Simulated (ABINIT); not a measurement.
The system is CO2.

```
O C
1.0
    -1.97473    1.97473    3.01406
     1.97473   -1.97473    3.01406
     1.97473    1.97473   -3.01406
O C
4 2
Direct
  0.87500 0.95980 0.58480
  0.37500 0.29020 0.41520
  0.04020 0.62500 0.91520
  0.70980 0.12500 0.08480
  0.00000 0.00000 0.00000
  0.75000 0.25000 0.50000
```

The cell comes from a database or a generator and needn't be the stable form of this composition.

Base run:

```yaml
Program: ABINIT 10.8.3 (patched build)
Functional: PBEsol
Potentials_or_basis: JTH PAW PBE v2.0
Cutoff: 626 eV
k_mesh: 7 × 7 × 7
Occupations: fermi-dirac, width 0.05 eV
Spin: no spin polarisation
```

Its results: band gap on the k mesh 7.55 eV, indirect (least direct gap 8.01 eV); pressure -6.8 GPa; largest force 0.250 eV/Å.

**Question.** After a change of settings the same cell gave: band gap on the k mesh 7.67 eV, indirect (least direct gap 8.12 eV); pressure -0.9 GPa; largest force 0.066 eV/Å. Which change was it?
A. k mesh from 7 × 7 × 7 to 4 × 4 × 4
B. k mesh from 7 × 7 × 7 to 5 × 5 × 5
C. functional from PBEsol to LDA; potentials or basis from JTH PAW PBE v2.0 to JTH PAW LDA v2.0
D. functional from PBEsol to PBE

**Answer.** D.

PBE binds less tightly than PBEsol, so the same cell stands under more pressure.

Caveats: an odd mesh through Γ misses points on the zone boundary, where band edges often lie; the atomic spheres overlap; the PAW data sets were made with another functional, which shifts forces and pressure a little (some runs).
